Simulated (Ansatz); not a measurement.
InPd: equation of state with PBE

InPd:

```
In Pd
1.0
     3.27188    0.00000    0.00000
     0.00000    3.27188    0.00000
     0.00000    0.00000    3.27188
In Pd
1 1
Direct
  0.00000 0.00000 0.00000
  0.50000 0.50000 0.50000
```

The cell comes from a database or a generator and needn't be the stable form of this composition.

```
Program             : Ansatz 0.2.0
Task                : equation of state
Functional          : PBE
Potentials or basis : Ansatz PAW
Cutoff              : 420 eV
Density cutoff      : 1680 eV
k mesh              : 8 × 8 × 8
Occupations         : fermi-dirac, width 0.05 eV
Spin                : no spin polarisation
```

```yaml
Equilibrium_volume: 18.03 Å³/atom
Bulk_modulus: 115 GPa
Pressure_derivative_of_the_bulk_modulus: 5.5
```

Energy against volume, from the lowest point:
```tsv
volume (Å³/atom)	energy (meV/atom)
16.462	59.01
16.813	33.78
17.163	16.11
17.513	5.13
17.863	0.00
18.214	0.06
18.564	4.68
```

All runs of the series together: 7.1 s on 2 threads of Arm Neoverse V1, with other jobs on the host.
